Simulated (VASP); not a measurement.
Set up this calculation in VASP 6.6.1, as the native input.

```yaml
Task: single point
Functional: PBE
Potentials_or_basis: VASP PAW PBE potentials, release 64 (Ti_sv)
Cutoff: 520 eV
k_mesh: 10 × 10 × 6
Occupations: fermi-dirac, width 0.05 eV
Spin: no spin polarisation
Further_INCAR_settings: ALGO = Normal; EDIFF = 1e-07; NBANDS = 19
```

The structure of Ti lies in POSCAR:

```
Ti
1.0
    2.9500000000      0.0000000000      0.0000000000
   -1.4750000000      2.5547749412      0.0000000000
    0.0000000000      0.0000000000      4.6800000000
Ti
2
Direct
    0.6861620000      0.3268800000      0.7484870000
    0.3379730000      0.6729080000      0.2487300000
```

The cell isn't the ideal one: atoms moved at random, drawn with an rms of 0.05 Å.

These files were run (other wordings do the same):

INCAR

```
SYSTEM = Ti
PREC = Accurate ; ENCUT = 520
EDIFF = 1E-7 ; ISMEAR = -1
SIGMA = 0.05 ; LREAL = .FALSE.
LASPH = .TRUE. ; NELM = 60
ALGO = Normal ; ISIF = 2
LWAVE = .FALSE. ; LCHARG = .TRUE.
GGA = PE ; LELF = .TRUE.
LVHAR = .TRUE. ; NBANDS = 19
```

KPOINTS

```
regular mesh
0
G
  10 10 6
  0 0 0
```

Potentials or basis: VASP PAW PBE potentials, release 64 (Ti_sv).

Run with:

```bash
$ cat potpaw_PBE.64/Ti_sv/POTCAR > POTCAR
$ mpirun -np 1 vasp_std > vasp.out
```

Results of the run:

The pressure is -1.7 GPa. The largest force is 0.107 eV/Å and the band gap on the k mesh is none (metal or under the smearing width).

Wall time 2.8 min on 1 thread of Intel(R) Xeon(R) Platinum 8488C (Sapphire Rapids), on a shared host, peak memory 0.28 GiB.
